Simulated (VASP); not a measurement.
**EuS: equation of state with PBEsol**

EuS:

```
Eu S
1.0
     0.00000    2.97850    2.97850
     2.97850    0.00000    2.97850
     2.97850    2.97850    0.00000
Eu S
1 1
Direct
  0.00000 0.00000 0.00000
  0.50000 0.50000 0.50000
```

```yaml
Program: VASP 6.6.1
Task: equation of state
Functional: PBEsol
Potentials_or_basis: VASP PAW PBE potentials, release 64 (Eu, S)
Cutoff: 520 eV
k_mesh: 8 × 8 × 8
Occupations: fermi-dirac, width 0.05 eV
Spin: collinear spin, ferromagnetic start
Starting_moments: "[7.0, 0.0] μB"
```

```yaml
Equilibrium_volume: "23.40 Å³/atom (rough: see the caveat)"
Bulk_modulus: 61 GPa (rough)
```

Energy against volume, from the lowest point:
```csv
volume (Å³/atom),energy (meV/atom)
24.838,0.00
25.367,12.14
25.895,27.21
26.424,44.85
26.952,64.77
27.481,86.69
28.009,110.41
```

All runs of the series together: 5.9 min on 1 thread of Intel(R) Xeon(R) 6975P-C (Granite Rapids) (shared host).

Caveat: the minimum lies outside the volumes run; the PAW data sets were made with another functional, which shifts forces and pressure a little; without U or exact exchange the open f shell lies at the Fermi level, which spoils levels, moments and volumes. The state reached can hang on the start; a lower one may exist.
